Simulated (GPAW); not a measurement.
Here is a GPAW 26.7.0 calculation.

File run.py:

```python
from ase import Atoms
from ase.dft.bandgap import bandgap
from ase.io import write
from ase.units import Bohr, GPa
from gpaw import GPAW, PW
from gpaw.elf import elf_from_dft_calculation

atoms = Atoms(['Cd', 'Cd', 'S', 'S'],
              cell=[[4.15, 0.0, 0.0],
                    [-2.075, 3.5940054257, 0.0],
                    [0.0, 0.0, 6.737]],
              scaled_positions=[[0.6666666667, 0.3333333333, 0.5],
                                [0.3333333333, 0.6666666667, 0.0],
                                [0.6666666667, 0.3333333333, 0.875],
                                [0.3333333333, 0.6666666667, 0.375]],
              pbc=True)

calc = GPAW(mode=PW(600),
            xc='PBE',
            kpts={'size': (7, 7, 4), 'gamma': True},
            occupations={'name': 'methfessel-paxton', 'order': 0, 'width': 0.014},
            nbands=31,
            convergence={'density': 1e-05, 'energy': 1e-05},
            maxiter=150,
            txt='gpaw.txt')
atoms.calc = calc
energy = atoms.get_potential_energy()
forces = atoms.get_forces()
stress = atoms.get_stress()
calc.write('gs.gpw')
write('result.traj', atoms)
print(f'Energy: {energy:.6f} eV')
print('Forces (eV/A):')
print(forces.round(4))
print('Stress (GPa):', (stress / GPa).round(3))
print('Fermi level:', round(calc.get_fermi_level(), 4), 'eV')
print(f'Gap: {bandgap(calc)[0]:.4f} eV, direct: {bandgap(calc, direct=True)[0]:.4f} eV')

# fields on the real-space grid
write('density.cube', atoms, data=calc.get_pseudo_density() * Bohr**3)
write('potential.cube', atoms, data=calc.get_electrostatic_potential())
write('elf.cube', atoms, data=elf_from_dft_calculation(calc).data)
```

Potentials or basis: GPAW PAW data sets (gpaw-data 1.2.1), pw.

Launch:

```console
$ OMP_NUM_THREADS=1 python run.py
```

Question: Predict the largest force.

Answer: 0.067 eV/Å.

Question: Predict the band gap on the k mesh.

Answer: 1.18 eV, direct.

Question: Predict the pressure.

Answer: 1.8 GPa.

Stress tensor (GPa, compression positive):
```
1.61 0.00 0.00
0.00 1.61 0.00
0.00 0.00 2.25
```

**What was measured.**

From “Isotope dependence of band-gap energy”, 2008, arxiv:0807.2152, for a bulk crystal of CdS: band gap 2.5809 ± 0.0002 eV.

A measured gap of CdS is 2.5809 eV (quoted in “Isotope dependence of band-gap energy”, 2008, arxiv:0807.2152); the calculated 1.18 eV misses it by -1.40 eV. So large a miss can be the level of theory's own, or it may mean another phase, state or a wrong row. Spin-orbit coupling on Cd is left out. The value is that of PBE, without temperature or zero-point motion. Semilocal functionals fall short of measured gaps as a rule.
